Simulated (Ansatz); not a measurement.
# SiC2: before and after

All numbers below come from Ansatz 0.2.0, DFT PBE, scalar-relativistic, plane waves, PAW. Settings: cutoff 420 eV, Γ-centred meshes no coarser than 0.19 Å⁻¹ for metals and 0.3 Å⁻¹ for insulators (2π included), Gaussian smearing.

The start was the rutile type (P4_2/mnm, No. 136), relaxed within its symmetry. A cell of 6 atoms (1 times the primitive one) was then disturbed at random, relaxed without symmetry and relaxed once more on a fine mesh. For metals, differences of a few meV/atom aren't resolved.

Before:

```
Si C
1.0
     4.54525    0.00000    0.00000
     0.00000    4.54525    0.00000
     0.00000    0.00000    2.94688
Si C
2 4
Cartesian
  0.0000 0.0000 0.0000
  2.2726 2.2726 1.4734
  1.3316 1.3316 0.0000
  0.9410 3.6042 1.4734
  3.2137 3.2137 0.0000
  3.6042 0.9410 1.4734
```

After:

```
Si C
1.0
     0.00000    2.45594    3.66904
     1.73464    0.00000    3.66904
     1.73464    2.45594    0.00000
Si C
1 2
Direct
  0.50000 0.50000 0.50000
  0.34301 0.34301 0.15699
  0.15699 0.15699 0.34301
```

Task: Is this a distortion of the same structure or a reconstruction, and what lowers the energy?

Result: A reconstruction, from P4_2/mnm (No. 136) to F222 (No. 22). Each C has on average 2 Si contacts in place of 3, shorter on average (1.95 → 1.89 Å); C–C bonds form, at 1.37 Å.

Task: What does it gain?

Result: 1211 meV/atom, with the volume going from 10.15 to 10.42 Å³/atom. Against the elements the energy goes from 1.85 to 0.64 eV/atom, so the compound stays hypothetical.

Cost: 4 runs of about 20 core-minutes in all, on AMD EPYC 7R43 (Zen 3) (shared hosts).